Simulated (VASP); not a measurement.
Write the native input for VASP 6.6.1 that does the following.

- Task: single point
- Functional: PBEsol
- Potentials or basis: VASP PAW PBE potentials, release 64 (Ga_d, N)
- Cutoff: 520 eV
- k mesh: 10 × 10 × 10
- Occupations: gaussian, width 0.02 eV
- Spin: no spin polarisation
- Dipole correction: no
- Further INCAR settings: ALGO = Normal; EDIFF = 1e-07; NBANDS = 16

The structure of GaN lies in POSCAR:

```
GaN
1.0
    0.0000000000      2.1794272668      2.2909851537
    2.1794272668      0.0000000000      2.2909851537
    2.1794272668      2.1794272668      0.0000000000
Ga N
1 1
Direct
    0.0000000000      0.0000000000      0.0000000000
    0.2500000000      0.2500000000      0.2500000000
```

The cell was built by a generator and isn't the measured one.

The cell isn't the ideal one: strained cell.

The input as run:

INCAR

```
SYSTEM = GaN
PREC = Accurate
ENCUT = 520
EDIFF = 1E-7
ISMEAR = 0
SIGMA = 0.02
LREAL = .FALSE.
LASPH = .TRUE.
NELM = 100
ALGO = Normal
ISIF = 2
LWAVE = .FALSE.
LCHARG = .FALSE.
GGA = PS
NBANDS = 16
```

KPOINTS

```
Automatic mesh
0
G
  10 10 10
  0 0 0
```

Potentials or basis: VASP PAW PBE potentials, release 64 (Ga_d, N).

Command:

```console
$ cat potpaw_PBE.64/Ga_d/POTCAR potpaw_PBE.64/N/POTCAR > POTCAR
$ mpirun -np 1 vasp_std > vasp.out
```

Results of the run:

```json
{
 "Pressure": "8.7 GPa",
 "Band gap on the k mesh": "1.91 eV, direct"
}
```

Caveat: the PAW data sets were made with another functional, which shifts forces and pressure a little.

Wall time 27 s on 1 thread of Intel(R) Xeon(R) Platinum 8259CL CPU @ 2.50GHz (Skylake/Cascade Lake), on a shared host, peak memory 0.16 GiB.
